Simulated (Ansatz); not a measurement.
CdTe:

```
Te Cd
1.0
     0.00000    3.20500    3.20500
     3.20500    0.00000    3.20500
     3.20500    3.20500    0.00000
Te Cd
1 1
Direct
  0.75000 0.75000 0.75000
  0.00000 0.00000 0.00000
```

Program: Ansatz 0.2.0. Alike in all runs: cell as given; cutoff (eV) 260; basis error allowed 0.001 eV/atom.

Q: Order these runs on this cell by their pressure, lowest first.
A. level PBEsol; potentials or basis all-electron LAPW, relativistic spinors; spin SOC, no magnetisation; k mesh 5 × 5 × 5; smearing fermi-dirac 0.05 eV
B. level BLYP; potentials or basis all-electron LAPW, scalar-relativistic; spin off; k mesh 7 × 7 × 7; smearing fermi-dirac 0.05 eV
C. level LDA; potentials or basis all-electron LAPW, scalar-relativistic; spin off; k mesh 7 × 7 × 7; smearing gaussian 0.05 eV

A: C (0.0 GPa), A (1.8 GPa), B (6.9 GPa).

Runs at the PBE level aren't shown here.
